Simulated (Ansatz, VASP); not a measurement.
## AlN in VASP and in Ansatz

```
Al N
1.0
     3.02680    0.00000    0.00000
    -1.51340    2.62129    0.00000
     0.00000    0.00000    4.35040
Al N
2 2
Cartesian
  0.0000 1.7475 -0.0757
  1.5134 0.8738 2.0995
  0.0000 1.7475 1.7506
  1.5134 0.8738 3.9258
```

Alike in both runs: functional LDA; k mesh 9 × 9 × 6; occupations gaussian, width 0.05 eV; no spin polarisation.

Ansatz relaxed the structure, and its values are those at the end. VASP's run is a single point on that final structure, the one shown.

|  | VASP | Ansatz |
| --- | --- | --- |
| version | VASP 6.6.1 | Ansatz 0.2.0 |
| potentials or method | VASP PAW LDA potentials, release 64 (Al, N) | scalar-relativistic, plane waves, PAW |
| plane-wave cutoff (eV) | 520 | 520 |
| valence electrons in the cell | 16 | 16 |

```csv
,VASP,Ansatz,Ansatz less VASP
gap on the k mesh at the Fermi level (eV),4.65,4.67,+0.017
least direct gap on the mesh (eV),5.00,4.99,-0.012
rms of the force components (eV/Å),0.003,0.004,+0.0013
```

Ansatz warned: «pseudo_functional_mismatch».

Caveats: an odd mesh through Γ misses points on the zone boundary, where band edges often lie. As with any semilocal functional, this LDA gap is likely too small.
